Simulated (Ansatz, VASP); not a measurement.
# Two plane-wave programs on SiNi3

```
Si Ni
1.0
     3.46451    0.00000    0.00000
     0.00000    3.46451    0.00000
     0.00000    0.00000    3.46451
Si Ni
1 3
Direct
  0.00000 0.00000 0.00000
  0.00000 0.50000 0.50000
  0.50000 0.00000 0.50000
  0.50000 0.50000 0.00000
```

Alike in both runs: functional r2SCAN; k mesh 12 × 12 × 12; occupations gaussian, width 0.1 eV; no spin polarisation.

Ansatz relaxed the structure, and its values are those at the end. VASP's run is a single point on that final structure, the one shown.

|  | VASP | Ansatz |
| --- | --- | --- |
| version | VASP 6.6.1 | Ansatz 0.2.0 |
| potentials or method | VASP PAW PBE potentials, release 64 (Si, Ni) | scalar-relativistic, plane waves, PAW |
| plane-wave cutoff (eV) | 520 | 500 |
| valence electrons in the cell | 34 | 58 |

```csv
,VASP,Ansatz,Ansatz less VASP
gap on the k mesh at the Fermi level (eV),none,none,-
pressure (GPa),0.4,0.0,-0.38
```

A gap of «none» marks a metal or a gap that the smearing closes. The two sets of potentials don't hold the same shells in valence.

Caveats: the PAW data sets were made with another functional, which shifts forces and pressure a little (VASP). Spin polarisation is off, so any magnetic state and its effect on volume and gap are missing.
